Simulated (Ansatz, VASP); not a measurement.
Two plane-wave programs on AlN

Contents of INCAR:

```
PREC = Accurate
ENCUT = 520
EDIFF = 1E-6
ISMEAR = 0
SIGMA = 0.05
LREAL = F
LASPH = T
NELM = 60
ALGO = Normal
ISIF = 2
LWAVE = F
LCHARG = F
NBANDS = 16
```

Contents of KPOINTS:

```
Automatic mesh
0
Gamma
  9 9 6
```

The input POSCAR:

```
AlN
1.0
    3.1403243997      0.0000000000      0.0000000000
   -1.5701621999      2.7196007063      0.0000000000
    0.0000000000      0.0000000000      5.0263297624
Al N
2 2
Direct
    0.3236882189      0.6473764378      0.0015212672
    0.6763117811      0.3526235622      0.5015212672
    0.3419399799      0.6838799599      0.3834787328
    0.6580600201      0.3161200401      0.8834787328
```

Input for Ansatz:

```yaml
crystal:
  lattice:
    - [3.1403243997, 0.0, 0.0]
    - [-1.5701621999, 2.7196007063, 0.0]
    - [0.0, 0.0, 5.0263297624]
  atoms:
    - { symbol: Al, position: [0.3236882189, 0.6473764378, 0.0015212672] }
    - { symbol: Al, position: [0.6763117811, 0.3526235622, 0.5015212672] }
    - { symbol: "N", position: [0.3419399799, 0.6838799599, 0.3834787328] }
    - { symbol: "N", position: [0.6580600201, 0.3161200401, 0.8834787328] }
basis:
  ecutwfc: 520.0
kpoints:
  mp_grid: { grid: [9, 9, 6] }
hamiltonian:
  xc: lda
scf:
  occupations: { method: gaussian, width: 0.05 }
output:
  forces: true
  stress: true
  eigenvalues: true
```

Change from the starting cell: mode 5 frozen in at -0.052 Å, equal normal strain along x, y and z +0.0167.

Alike in both runs: task single point; functional LDA; k mesh 9 × 9 × 6; occupations gaussian, width 0.05 eV; no spin polarisation.

|  | VASP | Ansatz |
| --- | --- | --- |
| version | VASP 6.6.1 | Ansatz 0.2.0 |
| potentials or method | VASP PAW LDA potentials, release 64 (Al, N) | scalar-relativistic, plane waves, PAW |
| plane-wave cutoff (eV) | 520 | 520 |
| valence electrons in the cell | 16 | 16 |

```tsv
	VASP	Ansatz	Ansatz less VASP
gap on the k mesh at the Fermi level (eV)	3.95	3.95	-0.004
least direct gap on the mesh (eV)	3.95	3.95	-0.004
pressure (GPa)	-9.1	-9.6	-0.45
largest component of the traceless stress (GPa)	0.51	0.53	+0.019
rms of the force components (eV/Å)	0.132	0.132	+0.0002
```

Atom by atom the forces differ by 0.001 eV/Å (rms over components).

Caveats: an odd mesh through Γ misses points on the zone boundary, where band edges often lie.
